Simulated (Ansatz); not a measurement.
Input and command of a plane-wave DFT calculation in Ansatz:

```yaml
crystal:
  lattice:
    - [5.8235100157, -1.9831577966, 0.0]
    - [5.8235100157, 1.9831577966, 0.0]
    - [-1.1951642388, 0.0, 4.746852323]
  atoms:
    - { symbol: Fe, position: [0.0, 0.0, 0.0], spin: 1.61 }
    - { symbol: Fe, position: [0.0, 0.0, 0.5], spin: 1.14 }
    - { symbol: Fe, position: [0.794095, 0.794095, 0.6356799], spin: 1.97 }
    - { symbol: Fe, position: [0.205905, 0.205905, 0.3643201], spin: 1.97 }
    - { symbol: Ge, position: [0.18771449, 0.18771449, 0.84894649] }
    - { symbol: Ge, position: [0.81228551, 0.81228551, 0.15105351] }
    - { symbol: Ge, position: [0.4312626, 0.4312626, 0.70739062] }
    - { symbol: Ge, position: [0.5687374, 0.5687374, 0.29260938] }
basis:
  ecutwfc: 420
kpoints:
  mp_grid: { grid: [10, 10, 8] }
hamiltonian:
  xc: pbe
scf:
  occupations: { method: gaussian, width: 0.1 }
output:
  forces: true
  stress: true
  eigenvalues: true
  populations: true
magnetization:
  spin_polarized: true
relax:
  adjacent_minimum: "off"
  f_tol: 0.01
  max_steps: 80
  cell: { stress_tol: 0.05 }
```

```bash
ansatz run input.yaml --threads 4 --pin off --max-ram 10240MiB --backend cpu --events-out ev --progress --plain --runs-dir out
```

Processor: Intel(R) Xeon(R) Platinum 8259CL CPU @ 2.50GHz (Skylake/Cascade Lake), 4 threads, on a host shared with other jobs.

Task: How long does it run, and how much memory does it take?

Result: About 12 min on 4 threads of Intel(R) Xeon(R) Platinum 8259CL CPU @ 2.50GHz (Skylake/Cascade Lake) (shared host), peak memory 2.8 GiB. It solves 77 bands at 227 k points (the mesh reduced by the symmetry that the task leaves, which can be less than the crystal's) with about 2183 plane waves (on the last cell), in 63 SCF iterations over 5 ionic steps.
